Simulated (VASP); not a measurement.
## CdS: single point with PBE

CdS:

```
Cd S
1.0
     0.00000    2.96333    2.96333
     2.96333    0.00000    2.96333
     2.96333    2.96333    0.00000
Cd S
1 1
Direct
  0.00000 0.00000 0.00000
  0.75000 0.75000 0.75000
```

| Property | Result |
| --- | --- |
| Program | VASP 6.6.1 |
| Task | single point |
| Functional | PBE |
| Potentials or basis | VASP PAW PBE potentials, release 64 (Cd, S) |
| Cutoff | 520 eV |
| k mesh | 8 × 8 × 8 |
| Occupations | gaussian, width 0.02 eV |
| Spin | no spin polarisation |
| Dipole correction | no |
| Further INCAR settings | ALGO = Fast; EDIFF = 1e-06; NBANDS = 16 |

| Item | Value |
| --- | --- |
| Pressure | 0.3 GPa |
| Band gap on the k mesh | 1.04 eV, direct |

Levels at points of the mesh, in eV from the valence-band top:
| k point | band 7 | band 8 | band 9 | band 10 | band 11 | band 12 |
| --- | --- | --- | --- | --- | --- | --- |
| (0.00, 0.00, 0.00) | 0.00 | 0.00 | 0.00 | 1.04 | 6.55 | 6.55 |
| (0.50, 0.00, 0.00) | -4.12 | -0.69 | -0.69 | 2.94 | 7.01 | 7.01 |
| (0.50, 0.50, 0.00) | -3.75 | -1.72 | -1.72 | 3.63 | 4.28 | 9.04 |

Run time: 17 s on 1 thread of AMD EPYC 7R13 Processor (Zen 3) (shared host), peak memory 0.15 GiB.
